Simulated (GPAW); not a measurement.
Runs of GPAW 26.7.0 on TiO2. The structure is tetragonal, space group P4_2/mnm (No. 136). Conventional cell: a = 4.600 Å, b = 4.600 Å, c = 2.959 Å, α = 90.00°, β = 90.00°, γ = 90.00°. Ti (site symmetry mmm) is surrounded by 6 O at 1.95 to 1.98 Å. O (site symmetry m2m) has 3 Ti at 1.95 to 1.98 Å as nearest neighbours. The cell is a database's computed one.

| task | level | U | k mesh | ranks | band path | band points | gap on the mesh (eV) | pressure (GPa) | largest force (eV/Å) |
| --- | --- | --- | --- | --- | --- | --- | --- | --- | --- |
| band structure | PBEsol+U | Ti d U = 4 eV | 4 × 4 × 7 | - | GXMGZRAZ,XR,MA | 100 | 2.47 | 3.2 | (b) |
| band structure | PBEsol+U | Ti d U = 8 eV | 4 × 4 × 7 | - | GXMGZRAZ,XR,MA | 100 | 3.19 | (a) | 0.10 |
| band structure | LDA | - | 4 × 4 × 6 | - | GXMGZRAZ,XR,MA | 80 | 1.79 | -7.9 | 0.10 |
| band structure | PBEsol+U | Ti d U = 1 eV | 4 × 4 × 7 | - | GXMGZRAZ,XR,MA | 100 | 1.98 | -0.3 | 0.02 |

Alike in all rows: potentials or basis PAW data sets generated in the run's folder for this functional, pw; no spin polarisation; cell as given; cutoff (eV) 800; smearing fermi-dirac 0.05 eV.

Fill in the values left out.

(a) 8.3; (b) 0.03.

